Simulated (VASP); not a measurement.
Output of a VASP run:

File OUTCAR:
```
 ion  position               nearest neighbor table
   1  0.000  0.000  0.000-   3 2.75   3 2.75   3 2.75   2 2.75   3 2.75   2 2.75   2 2.75   2 2.75
  LATTYP: Found a face centered cubic cell.
 ALAT       =     6.3538869916
 Subroutine PRICEL returns:
 Original cell was already a primitive cell.
 Subroutine GETGRP returns: Found 48 space group operations
The static configuration has the point symmetry O_h .
The dynamic configuration has the point symmetry O_h .
 Subroutine INISYM returns: Found 48 space group operations
 Subroutine IBZKPT returns following result:
 Found     16 irreducible k-points:

 Following reciprocal coordinates:
            Coordinates               Weight
  0.000000  0.000000  0.000000      1.000000
  0.166667  0.000000  0.000000      8.000000
  0.333333  0.000000  0.000000      8.000000
  0.500000  0.000000  0.000000      4.000000
  0.166667  0.166667  0.000000      6.000000
  0.333333  0.166667  0.000000     24.000000
  0.500000  0.166667  0.000000     24.000000
 -0.333333  0.166667  0.000000     24.000000
 -0.166667  0.166667  0.000000     12.000000
  0.333333  0.333333  0.000000      6.000000
  0.500000  0.333333  0.000000     24.000000
 -0.333333  0.333333  0.000000     12.000000
  0.500000  0.500000  0.000000      3.000000
  0.500000  0.333333  0.166667     24.000000
 -0.333333  0.333333  0.166667     24.000000
 -0.333333  0.500000  0.166667     12.000000
   k-points           NKPTS =     16   k-points in BZ     NKDIM =     16   number of bands    NBANDS=     16
   number of dos      NEDOS =    301   number of ions     NIONS =      3
   total plane-waves  NPLWV =  46656
   dimension x,y,z NGX =    36 NGY =   36 NGZ =   36
   dimension x,y,z NGXF=    72 NGYF=   72 NGZF=   72
   ions per type =               1   2
   PREC   = accura    normal or accurate (medium, high low for compatibility)
   ISTART =      0    job   : 0-new  1-cont  2-samecut
   ICHARG =      2    charge: 1-file 2-atom 10-const
   ISPIN  =      1    spin polarized calculation?
   LNONCOLLINEAR =      F non collinear calculations
   LSORBIT =      F    spin-orbit coupling
   INIWAV =      1    electr: 0-lowe 1-rand  2-diag
   ENCUT  =  520.0 eV  38.22 Ry    6.18 a.u.   8.35  8.35  8.35*2*pi/ulx,y,z
   NELM   =    100;   NELMIN=  2; NELMDL= -5     # of ELM steps
   EDIFF  = 0.1E-06   stopping-criterion for ELM
   LREAL  =      F    real-space projection
   NLSPLINE    = F    spline interpolate recip. space projectors
   LMAXMIX     =    4 max onsite mixed and CHGCAR
   VOSKOWN=      0    Vosko Wilk Nusair interpolation
   EDIFFG = 0.1E-05   stopping-criterion for IOM
   NSW    =      0    number of steps for IOM
   NBLOCK =      1;   KBLOCK =      1    inner block; outer block
   IBRION =     -1    ionic relax: 0-MD 1-quasi-New 2-CG
   NFREE  =      0    steps in history (QN), initial steepest desc. (CG)
   ISIF   =      2    stress and relaxation
   ISYM   =      2    0-nonsym 1-usesym 2-fastsym
   TEIN   =    0.0    initial temperature
   TEBEG  =    0.0;   TEEND  =   0.0 temperature during run
   SMASS  =  -3.00    Nose mass-parameter (am)
   PSTRESS=    0.0 pullay stress
   NELECT =      24.0000    total number of electrons
   EFERMI =   0.00;   METHOD = LEGACY
   ISMEAR =     0;   SIGMA  =   0.05  broadening in eV -4-tet -1-fermi 0-gaus
   IALGO  =     38    algorithm
   LDIAG  =      T    sub-space diagonalisation (order eigenvalues)
   IMIX   =      4    mixing-type and parameters
     AMIX     =   0.40;   BMIX     =  1.00
     AMIX_MAG =   1.60;   BMIX_MAG =  1.00
     AMIN     =   0.10
   GGA     = BO    functional components
   VOSKOWN =     0    Vosko Wilk Nusair interpolation
   LHFCALC =     F    Hartree Fock is set to
   LHFONE  =     F    Hartree Fock one center treatment
   AEXX    =    0.0000 exact exchange contribution
   LUSE_VDW   =     T    switch on vdW DFT
   IVDW    =     0    specifies the selected vdW correction
   LEPSILON=     F    determine dielectric tensor
   LRPA    =     F    only Hartree local field effects (RPA)
...
```

### OSZICAR
```
       N       E                     dE             d eps       ncg     rms          rms(c)
DAV:   1     0.163638741379E+03    0.16364E+03   -0.13026E+04   512   0.137E+03
DAV:   2    -0.685839693386E+01   -0.17050E+03   -0.16733E+03   680   0.294E+02
DAV:   3    -0.134685434039E+02   -0.66101E+01   -0.66024E+01   688   0.657E+01
DAV:   4    -0.135742267452E+02   -0.10568E+00   -0.10568E+00   720   0.680E+00
DAV:   5    -0.135775957008E+02   -0.33690E-02   -0.33689E-02   664   0.777E-01    0.874E+00
DAV:   6    -0.115331272952E+02    0.20445E+01   -0.11428E+01   512   0.255E+01    0.409E+00
DAV:   7    -0.115022553785E+02    0.30872E-01   -0.39590E-01   640   0.585E+00    0.203E+00
DAV:   8    -0.114858829385E+02    0.16372E-01   -0.65463E-02   608   0.306E+00    0.275E-01
DAV:   9    -0.114889216207E+02   -0.30387E-02   -0.99525E-03   568   0.708E-01    0.136E-01
DAV:  10    -0.114896483670E+02   -0.72675E-03   -0.20040E-03   512   0.357E-01    0.464E-02
DAV:  11    -0.114896263012E+02    0.22066E-04   -0.51177E-04   696   0.159E-01    0.212E-02
DAV:  12    -0.114896203349E+02    0.59663E-05   -0.44387E-05   536   0.494E-02    0.348E-03
DAV:  13    -0.114896203935E+02   -0.58601E-07   -0.32354E-06   760   0.117E-02    0.140E-03
DAV:  14    -0.114896204269E+02   -0.33350E-07   -0.57261E-08   360   0.208E-03
   1 F= -.11489620E+02 E0= -.11489620E+02  d E =-.188437E-16
```

### OUTCAR
```
------------------------ aborting loop because EDIFF is reached ----------------------------------------
  FORCE on cell =-STRESS in cart. coord.  units (eV):
  Direction    XX          YY          ZZ          XY          YZ          ZX
  --------------------------------------------------------------------------------------
  Total       -1.1929879     -1.1929879     -1.1929879      0.0000000      0.0000000      0.0000000
  in kB      -29.8049338    -29.8049338    -29.8049338      0.0000000      0.0000000      0.0000000
  external PRESSURE =     -29.8049338 kB  Pullay stress =       0.0000000 kB
  volume of cell :       64.13
      direct lattice vectors                 reciprocal lattice vectors
     0.000000000  3.176943496  3.176943496    -0.157383976  0.157383976  0.157383976
     3.176943496  0.000000000  3.176943496     0.157383976 -0.157383976  0.157383976
     3.176943496  3.176943496  0.000000000     0.157383976  0.157383976 -0.157383976
 POSITION                                       TOTAL-FORCE (eV/Angst)
 -----------------------------------------------------------------------------------
      0.00000      0.00000      0.00000         0.000000      0.000000     -0.000000
      1.58847      1.58847      1.58847         0.000000      0.000000      0.000000
      4.76542      4.76542      4.76542        -0.000000     -0.000000     -0.000000
 -----------------------------------------------------------------------------------
    total drift:                                0.000000      0.000000      0.000000
  FREE ENERGIE OF THE ION-ELECTRON SYSTEM (eV)
  ---------------------------------------------------
  free  energy   TOTEN  =       -11.4896204269 eV

  energy  without entropy=      -11.4896204269  energy(sigma->0) =      -11.48962043
```
(Selected blocks of OUTCAR.)

File POSCAR:
```
BaF2
1
    0.0000000000     3.1769434958     3.1769434958
    3.1769434958     0.0000000000     3.1769434958
    3.1769434958     3.1769434958     0.0000000000
Ba F
1 2
Direct
  0.0000000000   0.0000000000   0.0000000000
  0.2500000000   0.2500000000   0.2500000000
  0.7500000000   0.7500000000   0.7500000000
```

Q: Reconstruct the remaining input files.

A: Several could match; the one computed here: the input of the run itself, optB88-vdW, plane waves, VASP's PBE PAW potentials (set 64).

**INCAR**
```
AGGAC = 0.0
ALGO = Normal
EDIFF = 1E-7
ENCUT = 520
GGA = BO
ISIF = 2
ISMEAR = 0
LASPH = .True.
LCHARG = .False.
LMAXMIX = 4
LREAL = .False.
LUSE_VDW = .True.
LWAVE = .False.
NELM = 100
PARAM1 = 0.1833333333
PARAM2 = 0.22
PREC = Accurate
SIGMA = 0.05
SYSTEM = BaF2
```

File KPOINTS:
```
Automatic mesh
0
Gamma
6 6 6
0 0 0
```

POTCAR, in this order: Ba_sv F (PBE.64 set). Program: vasp_std.

The compound is BaF2 in the fluorite structure. This cell is one point of a volume scan, at 1.06 of the reference volume.
